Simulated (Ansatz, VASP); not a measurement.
# Two plane-wave programs on Al2Cu

File INCAR:

```
ALGO     = Fast           # electronic algorithm
EDIFF    = 1E-6           # SCF threshold, eV
ENCUT    = 520            # plane-wave cutoff, eV
GGA      = PE             # functional
ISIF     = 2              # what is computed and relaxed
ISMEAR   = 0              # smearing method
LASPH    = True           # aspherical terms in the spheres
LCHARG   = False          # write CHGCAR
LREAL    = False          # projectors in reciprocal space
LWAVE    = False          # write WAVECAR
NBANDS   = 26             # bands
NELM     = 80             # most SCF steps
PREC     = Accurate       # precision mode
SIGMA    = 0.1            # smearing width, eV
```

File KPOINTS:

```
k-points
0
Gamma
  6 6 2
```

File POSCAR:

```
Al2Cu
1.0
    2.7637371900      0.0000000000      0.0000000000
   -1.3818685900      2.3934666100      0.0000000000
    0.0000000000      0.0000000000     13.3083005200
Al Cu
4 2
Direct
    0.3333333300      0.6666666700      0.5000000000
    0.6666666700      0.3333333300      0.0000000000
    0.6666666700      0.3333333300      0.3333333300
    0.6666666700      0.3333333300      0.6666666700
    0.3333333300      0.6666666700      0.8333333300
    0.3333333300      0.6666666700      0.1666666700
```

Input for Ansatz:

```yaml
crystal:
  lattice:
    - [2.76373719, 0.0, 0.0]
    - [-1.38186859, 2.39346661, 0.0]
    - [0.0, 0.0, 13.30830052]
  atoms:
    - { symbol: Al, position: [0.33333333, 0.66666667, 0.5] }
    - { symbol: Al, position: [0.66666667, 0.33333333, 0.0] }
    - { symbol: Al, position: [0.66666667, 0.33333333, 0.33333333] }
    - { symbol: Al, position: [0.66666667, 0.33333333, 0.66666667] }
    - { symbol: Cu, position: [0.33333333, 0.66666667, 0.83333333] }
    - { symbol: Cu, position: [0.33333333, 0.66666667, 0.16666667] }
basis:
  ecutwfc: 420
kpoints:
  mp_grid: { grid: [6, 6, 2] }
hamiltonian:
  xc: pbe
scf:
  occupations: { method: gaussian, width: 0.1 }
  lower_state_search: "off"
output:
  forces: true
  stress: true
  eigenvalues: true
```

Alike in both runs: task single point; functional PBE; k mesh 6 × 6 × 2; occupations gaussian, width 0.1 eV; no spin polarisation.

|  | VASP | Ansatz |
| --- | --- | --- |
| version | VASP 6.6.1 | Ansatz 0.2.0 |
| potentials or method | VASP PAW PBE potentials, release 64 (Al, Cu) | scalar-relativistic, plane waves, PAW |
| plane-wave cutoff (eV) | 520 | 420 |
| valence electrons in the cell | 34 | 50 |

Ansatz gave:

| Property | Result |
| --- | --- |
| gap on the k mesh at the Fermi level (eV) | none |
| pressure (GPa) | 0.1 |
| largest component of the traceless stress (GPa) | 4.43 |
| rms of the force components (eV/Å) | 0.301 |

**Question.** Which values does VASP return?

**Answer.** gap on the k mesh at the Fermi level (eV): none; pressure (GPa): 0.2; largest component of the traceless stress (GPa): 4.36; rms of the force components (eV/Å): 0.297.

Atom by atom the forces differ by 0.004 eV/Å (rms over components). A gap of «none» marks a metal or a gap that the smearing closes. The two sets of potentials don't hold the same shells in valence.

Caveats: the k mesh is coarse (spacing up to 0.44 Å⁻¹), so the values aren't converged.
